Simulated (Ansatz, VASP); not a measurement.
# Two plane-wave programs on SiO2

```
Si O
1.0
     4.28404    0.00000    0.00000
     0.00000    4.28404    0.00000
     0.00000    0.00000    2.74386
Si O
2 4
Direct
  0.50000 0.50000 0.50000
  0.00000 0.00000 0.00000
  0.69443 0.69443 0.00000
  0.19443 0.80557 0.50000
  0.30557 0.30557 0.00000
  0.80557 0.19443 0.50000
```

Alike in both runs: task single point; functional LDA; k mesh 6 × 6 × 10; occupations gaussian, width 0.05 eV; no spin polarisation.

|  | VASP | Ansatz |
| --- | --- | --- |
| version | VASP 6.6.1 | Ansatz 0.2.0 |
| potentials or method | VASP PAW LDA potentials, release 64 (Si, O) | scalar-relativistic, plane waves, PAW |
| plane-wave cutoff (eV) | 520 | 520 |
| valence electrons in the cell | 32 | 32 |

```tsv
	VASP	Ansatz	Ansatz less VASP
gap on the k mesh at the Fermi level (eV)	4.22	4.22	+0.002
least direct gap on the mesh (eV)	4.22	4.22	+0.002
pressure (GPa)	-24.7	-25.6	-0.86
largest component of the traceless stress (GPa)	2.99	3.53	+0.540
rms of the force components (eV/Å)	0.239	0.253	+0.0144
```

Atom by atom the forces differ by 0.014 eV/Å (rms over components). Ansatz warned: «pseudo_functional_mismatch».

Caveats: so large a pressure means that the cell lies far from this level's equilibrium, or that cutoff or potentials fall short (VASP). A k mesh can miss the band edges.
